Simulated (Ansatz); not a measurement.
**SiO2: which input changes reach the field gradients?**

Cell: an entry of the Crystallography Open Database (COD), its atoms then relaxed with PBE in this cell.

Space group P4_12_12 (No. 92); a = 4.9820, c = 6.9630 Å.

| site | Wyckoff | site symmetry | x | y | z |
| --- | --- | --- | --- | --- | --- |
| Si | 4a | ..2 | 0.3039 | 0.3039 | 0.0000 |
| O | 8b | 1 | 0.2373 | 0.1140 | 0.1837 |

One atom of each set is listed.

Reference run. Method: Kohn–Sham DFT in Ansatz, PBE, plane waves and PAW, scalar-relativistic, 420 eV cutoff, Γ-centred 4×4×3 k-points, Fermi–Dirac smearing 0.02 eV.

It gives V_zz (10²¹ V/m²) O 9.50 (η 0.18), Si -0.38 (η 0.74). Each of these runs changes the input as listed (caps on SCF iterations aside):

A. scf.n_extra_bands: not typed → 4
B. total_charge: not typed → 1

Task: How does each run end, and how far do the gradients move?

Result: 

```
run   O V_zz (η)   Si V_zz (η)  largest change of a gradient tensor, all atoms                                                                                                               note
  A  9.50 (0.18)  -0.38 (0.74)                                            0.00                                                                                                          converged
  B  7.81 (0.30)  -0.37 (0.73)                                            2.88  converged; cell charge +1 on a uniform background; no gap left; odd number of electrons without spin polarisation
```

Run B moves them most, on O (V_zz from 9.50 to 7.81).
